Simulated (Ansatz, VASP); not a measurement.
## Al: VASP and Ansatz over several settings

```
Al
1.0
     0.00000    2.01122    2.01122
     2.01122    0.00000    2.01122
     2.01122    2.01122    0.00000
Al
1
Cartesian
  0.0000 0.0000 0.0000
```

Single points on this cell with VASP 6.6.1 and Ansatz 0.2.0. Each row is one pair of runs. Alike in all rows: spin: off.

| level | k mesh | smearing | VASP's potentials, cutoff | Ansatz's potentials, cutoff | gap on the k mesh at the Fermi level (eV), VASP | gap on the k mesh at the Fermi level (eV), Ansatz | pressure (GPa), VASP | pressure (GPa), Ansatz |
| --- | --- | --- | --- | --- | --- | --- | --- | --- |
| r2SCAN+D4 | 11 × 11 × 11 | fermi-dirac, width 0.05 eV | VASP PAW PBE potentials, release 64 (Al), 520 eV | Ansatz PAW, 500 eV | none | none | -3.1 | -2.8 |
| RPBE+D3(BJ) | 11 × 11 × 11 | tetrahedron | VASP PAW PBE potentials, release 64 (Al), 520 eV | Ansatz PAW, 420 eV | none | none | -18.7 | -18.5 |
| r2SCANh | 6 × 6 × 6 | fermi-dirac, width 0.05 eV | VASP PAW PBE potentials, release 64 (Al), 520 eV | Ansatz PAW, 500 eV | none | none | -1.9 | -1.6 |
| LDA | 11 × 11 × 11 | fermi-dirac, width 0.05 eV | VASP PAW LDA potentials, release 64 (Al), 520 eV | Ansatz PAW, 420 eV | none | none | -2.1 | -2.2 |
| PBE+D4 | 11 × 11 × 11 | fermi-dirac, width 0.05 eV | VASP PAW PBE potentials, release 64 (Al), 520 eV | Ansatz PAW, 420 eV | none | none | -2.1 | -2.1 |
| PBEsol+D4 | 11 × 11 × 11 | fermi-dirac, width 0.05 eV | VASP PAW PBE potentials, release 64 (Al), 520 eV | Ansatz PAW, 420 eV | none | none | -2.2 | -2.2 |

Pressure (GPa): the two programs differ by at most 0.34.

A gap of «none» marks a metal or a gap that the smearing closes.

Caveats: pairwise dispersion overbinds metals, which lowers pressure and volume (some rows); the k mesh is coarse (spacing up to 0.45 Å⁻¹), so the values aren't converged, least of all with exact exchange (some rows); the PAW data sets were made with another functional, which shifts forces and pressure a little (VASP); so large a pressure means that the cell lies far from this level's equilibrium, or that cutoff or potentials fall short (VASP); the potentials were made for another functional, which shifts forces and pressure (VASP); tetrahedron occupations give inexact forces and stress in metals (VASP); the PAW data sets come from PBE, with cores solved anew for the run's functional, which leaves a small shift of forces and pressure (Ansatz).
